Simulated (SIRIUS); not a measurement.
# NbP (I4_1md) in SIRIUS: single point with PBE

Aim: the single point of NbP with PBE.

Program: SIRIUS 7.12.0. These are calculated values, not measurements. Logs are shortened: lines on timing, memory, paths and dates and some standing lists are left out, and cuts for length are marked. The log counts tension as positive stress, the text compression.

**1. The structure**

Symmetry: I4_1md, No. 109, tetragonal system. Conventional cell: a = 3.350 Å, b = 3.350 Å, c = 11.480 Å, α = 90.00°, β = 90.00°, γ = 90.00°. Nb (site symmetry 2mm) has 6 P at 2.55 Å as nearest neighbours. P (site symmetry 2mm) is surrounded by 6 Nb at 2.55 Å.

The cell is a database's computed one.

**2. Single point, PBE, collinear spin, antiferromagnetic start**

Input file sirius.json:

```json
{
  "control": {
    "processing_unit": "cpu",
    "std_evp_solver_name": "lapack",
    "gen_evp_solver_name": "lapack",
    "verbosity": 2,
    "print_forces": true,
    "ortho_rf": true,
    "use_second_variation": false,
    "rmt_max": 3.0,
    "num_bands_to_print": 24,
    "save_wf": true
  },
  "parameters": {
    "electronic_structure_method": "full_potential_lapwlo",
    "xc_functionals": ["XC_GGA_X_PBE", "XC_GGA_C_PBE"],
    "core_relativity": "dirac",
    "valence_relativity": "iora",
    "num_fv_states": 43,
    "smearing": "fermi_dirac",
    "smearing_width": 0.0018374661,
    "pw_cutoff": 20,
    "gk_cutoff": 3.53,
    "lmax_apw": 10,
    "lmax_rho": 8,
    "lmax_pot": 8,
    "num_mag_dims": 1,
    "auto_rmt": 0,
    "ngridk": [9, 9, 9],
    "shiftk": [0, 0, 0],
    "num_dft_iter": 80,
    "energy_tol": 1e-07,
    "density_tol": 1e-05,
    "use_symmetry": true
  },
  "settings": {"tol_ne": 1e-10},
  "iterative_solver": {"type": "exact"},
  "mixer": {"type": "anderson", "beta": 0.4, "max_history": 8},
  "unit_cell": {
    "lattice_vectors": [
      [-0.269729705316, 0.269729705316, 0.924387241441],
      [0.269729705316, -0.269729705316, 0.924387241441],
      [0.269729705316, 0.269729705316, -0.924387241441]
    ],
    "atom_types": ["Nb", "P"],
    "atom_files": {"Nb": "Nb.json", "P": "P.json"},
    "atoms": {
      "Nb": [[0.2498808, 0.7498808, 0.5, 0.0, 0.0, 0.5], [0.4998808, 0.4998808, 0.0, 0.0, 0.0, -0.5]],
      "P": [[0.83274777, 0.33274777, 0.5, 0.0, 0.0, 0.0], [0.08274777, 0.08274777, 0.0, 0.0, 0.0, 0.0]]
    },
    "lattice_vectors_scale": 11.7345111355
  }
}
```

Input file Nb.json:

```json
{
  "name": "niobium",
  "symbol": "Nb",
  "number": 41,
  "mass": 92.90638,
  "rmin": 1e-06,
  "rmt": 2.49,
  "nrmt": 800,
  "rinf": 17.91,
  "core": "1s2s2p3s3p3d",
  "valence": [
    {"basis": [{"enu": 0.17, "dme": 0, "n": 0, "auto": 0}, {"enu": 0.17, "dme": 1, "n": 0, "auto": 0}]},
    {"l": 0, "n": 1, "basis": [{"enu": 0.27, "dme": 0, "n": 0, "auto": 0}]},
    {"l": 1, "n": 2, "basis": [{"enu": 0.27, "dme": 0, "n": 0, "auto": 0}]},
    {"l": 2, "n": 3, "basis": [{"enu": 0.27, "dme": 0, "n": 0, "auto": 0}]},
    {"l": 3, "n": 4, "basis": [{"enu": 0.27, "dme": 0, "n": 0, "auto": 0}]}
  ],
  "lo": [
    {"l": 0, "basis": [{"enu": 0.27, "dme": 0, "n": 0, "auto": 0}, {"enu": 0.27, "dme": 1, "n": 0, "auto": 0}]},
    {
      "l": 0,
      "basis": [{"enu": -1.7546, "dme": 0, "n": 4, "auto": 1}, {"enu": -1.7546, "dme": 1, "n": 4, "auto": 1}]
    },
    {
      "l": 0,
      "basis": [{"enu": -1.7546, "dme": 1, "n": 4, "auto": 1}, {"enu": 0.27, "dme": 0, "n": 0, "auto": 0}]
    },
    {"l": 0, "basis": [{"enu": 0.27, "dme": 0, "n": 0, "auto": 0}, {"enu": 2.8506, "dme": 0, "n": 0, "auto": 0}]},
    {"l": 1, "basis": [{"enu": 0.27, "dme": 0, "n": 0, "auto": 0}, {"enu": 0.27, "dme": 1, "n": 0, "auto": 0}]},
    {
      "l": 1,
      "basis": [{"enu": -0.8822, "dme": 0, "n": 4, "auto": 1}, {"enu": -0.8822, "dme": 1, "n": 4, "auto": 1}]
    },
    {
      "l": 1,
      "basis": [{"enu": -0.8822, "dme": 1, "n": 4, "auto": 1}, {"enu": 0.27, "dme": 0, "n": 0, "auto": 0}]
    },
    {"l": 1, "basis": [{"enu": 0.27, "dme": 0, "n": 0, "auto": 0}, {"enu": 3.2377, "dme": 0, "n": 0, "auto": 0}]},
    {"l": 2, "basis": [{"enu": 0.27, "dme": 0, "n": 0, "auto": 0}, {"enu": 0.27, "dme": 1, "n": 0, "auto": 0}]},
    {"l": 2, "basis": [{"enu": 0.27, "dme": 1, "n": 0, "auto": 0}, {"enu": 0.27, "dme": 2, "n": 0, "auto": 0}]},
    {"l": 2, "basis": [{"enu": 0.27, "dme": 0, "n": 0, "auto": 0}, {"enu": 2.7861, "dme": 0, "n": 0, "auto": 0}]},
    {"l": 3, "basis": [{"enu": 0.27, "dme": 0, "n": 0, "auto": 0}, {"enu": 0.27, "dme": 1, "n": 0, "auto": 0}]},
    {"l": 3, "basis": [{"enu": 0.27, "dme": 0, "n": 0, "auto": 0}, {"enu": 3.0764, "dme": 0, "n": 0, "auto": 0}]}
  ],
  "free_atom": [... radial grid and density of the free atom, the start of the SCF ...]
}
```

Input file P.json:

```json
{
  "name": "phosphorus",
  "symbol": "P",
  "number": 15,
  "mass": 30.973762,
  "rmin": 1e-06,
  "rmt": 2.24,
  "nrmt": 800,
  "rinf": 15.16,
  "core": "1s",
  "valence": [
    {"basis": [{"enu": 0.17, "dme": 0, "n": 0, "auto": 0}, {"enu": 0.17, "dme": 1, "n": 0, "auto": 0}]},
    {"l": 0, "n": 1, "basis": [{"enu": 0.1655, "dme": 0, "n": 0, "auto": 0}]},
    {"l": 1, "n": 2, "basis": [{"enu": 0.27, "dme": 0, "n": 0, "auto": 0}]},
    {"l": 2, "n": 3, "basis": [{"enu": 0.27, "dme": 0, "n": 0, "auto": 0}]},
    {"l": 3, "n": 4, "basis": [{"enu": 0.27, "dme": 0, "n": 0, "auto": 0}]}
  ],
  "lo": [
    {
      "l": 0,
      "basis": [{"enu": 0.1655, "dme": 0, "n": 0, "auto": 0}, {"enu": 0.1655, "dme": 1, "n": 0, "auto": 0}]
    },
    {
      "l": 0,
      "basis": [{"enu": 0.1655, "dme": 1, "n": 0, "auto": 0}, {"enu": 0.1655, "dme": 2, "n": 0, "auto": 0}]
    },
    {
      "l": 0,
      "basis": [{"enu": -5.8806, "dme": 0, "n": 2, "auto": 1}, {"enu": -5.8806, "dme": 1, "n": 2, "auto": 1}]
    },
    {
      "l": 0,
      "basis": [{"enu": 0.1655, "dme": 0, "n": 0, "auto": 0}, {"enu": 2.5571, "dme": 0, "n": 0, "auto": 0}]
    },
    {"l": 1, "basis": [{"enu": 0.27, "dme": 0, "n": 0, "auto": 0}, {"enu": 0.27, "dme": 1, "n": 0, "auto": 0}]},
    {
      "l": 1,
      "basis": [{"enu": -4.0988, "dme": 0, "n": 2, "auto": 1}, {"enu": -4.0988, "dme": 1, "n": 2, "auto": 1}]
    },
    {
      "l": 1,
      "basis": [{"enu": -4.0988, "dme": 1, "n": 2, "auto": 1}, {"enu": 0.27, "dme": 0, "n": 0, "auto": 0}]
    },
    {"l": 1, "basis": [{"enu": 0.27, "dme": 0, "n": 0, "auto": 0}, {"enu": 3.9371, "dme": 0, "n": 0, "auto": 0}]},
    {"l": 2, "basis": [{"enu": 0.27, "dme": 0, "n": 0, "auto": 0}, {"enu": 0.27, "dme": 1, "n": 0, "auto": 0}]},
    {"l": 2, "basis": [{"enu": 0.27, "dme": 1, "n": 0, "auto": 0}, {"enu": 0.27, "dme": 2, "n": 0, "auto": 0}]},
    {"l": 2, "basis": [{"enu": 0.27, "dme": 0, "n": 0, "auto": 0}, {"enu": 3.3791, "dme": 0, "n": 0, "auto": 0}]},
    {"l": 3, "basis": [{"enu": 0.27, "dme": 0, "n": 0, "auto": 0}, {"enu": 0.27, "dme": 1, "n": 0, "auto": 0}]}
  ],
  "free_atom": [... radial grid and density of the free atom, the start of the SCF ...]
}
```

Input file sirius_start.json:

```json
{
  "control": {
    "processing_unit": "cpu",
    "std_evp_solver_name": "lapack",
    "gen_evp_solver_name": "lapack",
    "verbosity": 1,
    "print_forces": false,
    "ortho_rf": true,
    "use_second_variation": false,
    "rmt_max": 3.0,
    "num_bands_to_print": 24,
    "save_wf": false
  },
  "parameters": {
    "electronic_structure_method": "full_potential_lapwlo",
    "xc_functionals": ["XC_LDA_X", "XC_LDA_C_PW"],
    "core_relativity": "dirac",
    "valence_relativity": "iora",
    "num_fv_states": 43,
    "smearing": "fermi_dirac",
    "smearing_width": 0.0055123983,
    "pw_cutoff": 20,
    "gk_cutoff": 2.83,
    "lmax_apw": 10,
    "lmax_rho": 8,
    "lmax_pot": 8,
    "num_mag_dims": 1,
    "auto_rmt": 0,
    "ngridk": [4, 4, 4],
    "shiftk": [0, 0, 0],
    "num_dft_iter": 30,
    "energy_tol": 0.01,
    "density_tol": 0.05,
    "use_symmetry": true
  },
  "settings": {"tol_ne": 1e-10},
  "iterative_solver": {"type": "exact"},
  "mixer": {"type": "anderson", "beta": 0.4, "max_history": 8},
  "unit_cell": {
    "lattice_vectors": [
      [-0.269729705316, 0.269729705316, 0.924387241441],
      [0.269729705316, -0.269729705316, 0.924387241441],
      [0.269729705316, 0.269729705316, -0.924387241441]
    ],
    "atom_types": ["Nb", "P"],
    "atom_files": {"Nb": "Nb.json", "P": "P.json"},
    "atoms": {
      "Nb": [[0.2498808, 0.7498808, 0.5, 0.0, 0.0, 0.5], [0.4998808, 0.4998808, 0.0, 0.0, 0.0, -0.5]],
      "P": [[0.83274777, 0.33274777, 0.5, 0.0, 0.0, 0.0], [0.08274777, 0.08274777, 0.0, 0.0, 0.0, 0.0]]
    },
    "lattice_vectors_scale": 11.7345111355
  }
}
```

Potentials or basis: all-electron FP-LAPW, apw+lo standard.

On the command line:

```console
OMP_NUM_THREADS=1 sirius.scf --input=sirius_start.json --output=start.json
OMP_NUM_THREADS=1 sirius.scf --input=sirius.json --output=output.json --task=1
```

Log:

```text
[info] SIRIUS version : 7.12.0
[info] number of MPI ranks           : 1
[info] MPI grid                      : 1 1
[info] maximum number of OMP threads : 1
[fft] FFT context for density and potential
[fft] =====================================
[fft]   plane wave cutoff                     : 20
[fft]   grid size                             : 80 80 80   total : 512000
[fft]   grid limits                           : -39 40   -39 40   -39 40
[fft]   number of G-vectors within the cutoff : 58605
[fft]   number of G-shells                    : 4188
[fft] FFT context for coarse grid
[fft] =====================================
[fft]   plane wave cutoff                     : 7.06
[fft]   grid size                             : 30 30 30   total : 27000
[fft]   grid limits                           : -14 15   -14 15   -14 15
[fft]   number of G-vectors within the cutoff : 2569
[fft]   number of G-shells                    : 231
[unit cell] lattice vectors
[unit cell]   a1 :      -3.1651462306      3.1651462306     10.8472323782
[unit cell]   a2 :       3.1651462306     -3.1651462306     10.8472323782
[unit cell]   a3 :       3.1651462306      3.1651462306    -10.8472323782
[unit cell] reciprocal lattice vectors
[unit cell]   b1 :      -0.0000000000      0.9925584553      0.2896215868
[unit cell]   b2 :       0.9925584553     -0.0000000000      0.2896215868
[unit cell]   b3 :       0.9925584553      0.9925584553     -0.0000000000
[unit cell] unit cell volume :       434.67683288 [a.u.^3]
[unit cell] 1/sqrt(omega)    :         0.04796415
[unit cell] MT volume        :       223.49435070 (51.42%)
[unit cell] IT volume        :       211.18248219 (48.58%)
[unit cell] number of atom types : 2
[unit cell] type id : 0 symbol : Nb mt_radius :   2.490000 num_atoms : 2
[unit cell] type id : 1 symbol :  P mt_radius :   2.240000 num_atoms : 2
[unit cell] total number of atoms : 4
[unit cell] number of symmetry classes : 2
[unit cell] atom id  type id  class id             position                      vector_field
[unit cell] ------------------------------------------------------------------------------------------
[unit cell]      0        0        0      0.24988   0.74988   0.50000      0.00000   0.00000   0.50000
[unit cell]      1        0        0      0.49988   0.49988   0.00000      0.00000   0.00000  -0.50000
[unit cell]      2        1        1      0.83275   0.33275   0.50000      0.00000   0.00000   0.00000
[... 491 lines left out ...]
[find] <rho|E^{XC}>                   :    -284.70114675
[find] <mag|B^{XC}>                   :      -0.00000000
[find] <rho|V^{H}>                    :  -13130.40839412
[find] smearing (-TS)                 :      -0.00025920
[find] SCF correction                 :      -0.00007755
[find] Total energy                   :   -8325.29776565 (Ha),  -16650.59553131 (Ry)
[find] Free energy (E-TS)             :   -8325.29802486 (Ha),  -16650.59604971 (Ry)
[find] band gap (eV)                  :       0.00000000
[find] Efermi                         :       0.37659764
[find] iteration : 8, RMS (target) : 4.5845e-06 (1.0000e-05) , energy difference (target) : 9.5206e-09 (1.0000e-07)
[find] converged after 9 SCF iterations!
[find] Charges and magnetic moments
[find] --------------------------------------------------------------------------------
[find] atom      charge    core leakage                 moment                |moment|
[find] --------------------------------------------------------------------------------
[find]    0   38.971193    2.142658e-06  [  0.00000,   0.00000,   0.00000]    0.000004
[find]    1   38.971193    2.142658e-06  [  0.00000,   0.00000,  -0.00000]    0.000004
[find]    2   13.662592    0.000000e+00  [  0.00000,   0.00000,  -0.00000]    0.000000
[find]    3   13.662592    0.000000e+00  [  0.00000,   0.00000,   0.00000]    0.000000
[find] total core leakage    : 4.28531692e-06
[find] interstitial charge   : 6.732423
[find] interstitial moment   : [  0.00000,   0.00000,   0.00000], magnitude : 0.000000
[find] total charge          : 111.999992
[find] total moment          : [  0.00000,   0.00000,   0.00000], magnitude : 0.000000
[find] Energy
[find] --------------------------------------------------------------------------------
[find] valence_eval_sum               :     -82.56207154
[find] core_eval_sum                  :   -4823.71647523
[find] kinetic energy                 :    8594.66720150
[find] enuc                           :  -10070.05954579
[find] <rho|V^{XC}>                   :    -370.53735415
[find] <rho|E^{XC}>                   :    -284.70114675
[find] <mag|B^{XC}>                   :      -0.00000000
[find] <rho|V^{H}>                    :  -13130.40839412
[find] smearing (-TS)                 :      -0.00025920
[find] SCF correction                 :      -0.00007755
[find] Total energy                   :   -8325.29776565 (Ha),  -16650.59553131 (Ry)
[find] Free energy (E-TS)             :   -8325.29802486 (Ha),  -16650.59604971 (Ry)
[find] band gap (eV)                  :       0.00000000
[find] Efermi                         :       0.37659764
Warning in function "calc_forces_ibs" at src/geometry/force.cpp:246
IBS forces are not implemented for full variational diagonalization!
[ground_state]
[ground_state] ==== total Forces in Ha/bohr =====
[ground_state] atom:    0, force:       0.0000000     -0.0000000      0.0042262
[ground_state] atom:    1, force:       0.0000000      0.0000000      0.0042262
[ground_state] atom:    2, force:      -0.0000000      0.0000000     -0.0040917
[ground_state] atom:    3, force:      -0.0000000     -0.0000000     -0.0040917
[ground_state] ==== contribution from density =====
[ground_state] atom:    0, force:       0.0000000     -0.0000000      0.0176789
[ground_state] atom:    1, force:       0.0000000      0.0000000      0.0176789
[ground_state] atom:    2, force:      -0.0000000      0.0000000      0.0011900
[ground_state] atom:    3, force:      -0.0000000     -0.0000000      0.0011900
[ground_state] ==== contribution from Hartree potential =====
[ground_state] atom:    0, force:       0.0000000      0.0000000     -0.0134527
[ground_state] atom:    1, force:       0.0000000      0.0000000     -0.0134527
[ground_state] atom:    2, force:       0.0000000      0.0000000     -0.0052817
[ground_state] atom:    3, force:       0.0000000      0.0000000     -0.0052817
[ground_state] ==== contribution from IBS =====
[ground_state] atom:    0, force:       0.0000000      0.0000000      0.0000000
[ground_state] atom:    1, force:       0.0000000      0.0000000      0.0000000
[ground_state] atom:    2, force:       0.0000000      0.0000000      0.0000000
[ground_state] atom:    3, force:       0.0000000      0.0000000      0.0000000
```

Wall time 9.6 min (1 thread of Arm Neoverse V1, shared host); peak memory 1.3 GiB.

What came out:

| Item | Value |
| --- | --- |
| Free energy | -226542.9002 eV |
| Band gap on the k mesh | none (metal or under the smearing width) |
| Net moment | 0.00 μB per cell |
| All electrons inside the program's atomic spheres | Nb 38.97; P 13.66 (radii Nb 2.49, P 2.24 bohr) |
